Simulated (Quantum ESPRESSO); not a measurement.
## Pb: relaxation of cell and atoms with PBEsol

The system is Pb.

```
Pb
1.0
     0.00000    3.43900    3.43900
     3.43900    0.00000    3.43900
     3.43900    3.43900    0.00000
Pb
2
Direct
  0.25000 0.25000 0.25000
  0.00000 0.00000 0.00000
```

This isn't the form of Pb at room conditions, which is fcc.

```
Program             : Quantum ESPRESSO 7.5
Task                : relaxation of cell and atoms
Functional          : PBEsol
Potentials or basis : GBRV 1.5 PBEsol
Cutoff              : 612 eV
Density cutoff      : 4898 eV
k mesh              : 7 × 7 × 7
Occupations         : fermi-dirac, width 0.05 eV
Spin                : no spin polarisation
ASE optimiser       : BFGS
Mixing beta         : 0.5
Most SCF iterations : 120
SCF threshold       : 4e-10 Ry
```

| Property | Result |
| --- | --- |
| Relaxed volume | 41.04 Å³/atom |
| Relaxed cell | a = 4.878 Å, b = 4.878 Å, c = 4.878 Å, α = 60.00°, β = 60.00°, γ = 60.00° |
| Space group after relaxing (to 0.05 Å) | Fd-3m (No. 227) |
| Energy gained by relaxing | 0.5 meV/atom |
| Ionic steps | 3 |
| Pressure after relaxing | 0.0 GPa |
| Band gap on the k mesh | none (metal or under the smearing width) |

Step by step:
```tsv
step	energy change (eV)	largest force (eV/Å)	pressure (GPa)	volume (Å³)
1	0.0000	0.0000	0.28	81.34
2	-0.0002	0.0000	0.23	81.47
3	-0.0010	0.0000	0.00	82.08
```

Final structure:
```
CELL_PARAMETERS angstrom
4.87818 0.00000 0.00000
2.43909 4.22462 0.00000
2.43909 1.40821 3.98302
ATOMIC_POSITIONS crystal
Pb 0.25000 0.25000 0.25000
Pb 0.00000 0.00000 0.00000
```

Levels at points of the mesh, in eV from the Fermi level:
```csv
k point,band 11,band 12,band 13,band 14,band 15,band 16,band 17,band 18
"(0.00, 0.00, 0.00)",-11.10,-4.00,0.40,0.40,0.40,2.40,2.40,2.40
```

Run time: 2.4 min on 2 MPI ranks on Arm Neoverse N1, on a shared host, peak memory 0.38 GiB a rank.

Spin-orbit coupling is left out, which matters for the levels of Pb.
